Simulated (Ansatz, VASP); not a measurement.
## Bi in VASP and in Ansatz

```
Bi
1.0
     3.30189    0.00000    0.00000
     0.00000    3.28483    0.00000
    -0.08203    0.00000    6.57027
Bi
2
Direct
  0.54425 0.00000 0.74958
  0.45575 0.00000 0.25042
```

Change from the starting cell: volume scaled by 1.06.

Alike in both runs: task single point; functional LDA; k mesh 8 × 8 × 4; occupations fermi-dirac, width 0.05 eV; no spin polarisation.

```csv
,VASP,Ansatz
version,VASP 6.6.1,Ansatz 0.2.0
potentials or method,"VASP PAW LDA potentials, release 64 (Bi_d), cutoff 520 eV","all-electron LAPW, scalar-relativistic"
```

Ansatz gave:

```
gap on the k mesh at the Fermi level (eV)       : none
pressure (GPa)                                  : -4.2
largest component of the traceless stress (GPa) : 0.46
rms of the force components (eV/Å)              : 0.020
```

Question: What did VASP give for the same quantities?

Answer: gap on the k mesh at the Fermi level (eV): none; pressure (GPa): -4.2; largest component of the traceless stress (GPa): 0.47; rms of the force components (eV/Å): 0.019.

Atom by atom the forces differ by 0.001 eV/Å (rms over components). A gap of «none» marks a metal or a gap that the smearing closes. Ansatz ran all-electron here, so the differences hold the error of VASP's frozen core and of both bases.

Caveats: spin-orbit coupling is left out, which moves the levels of the heavy elements.
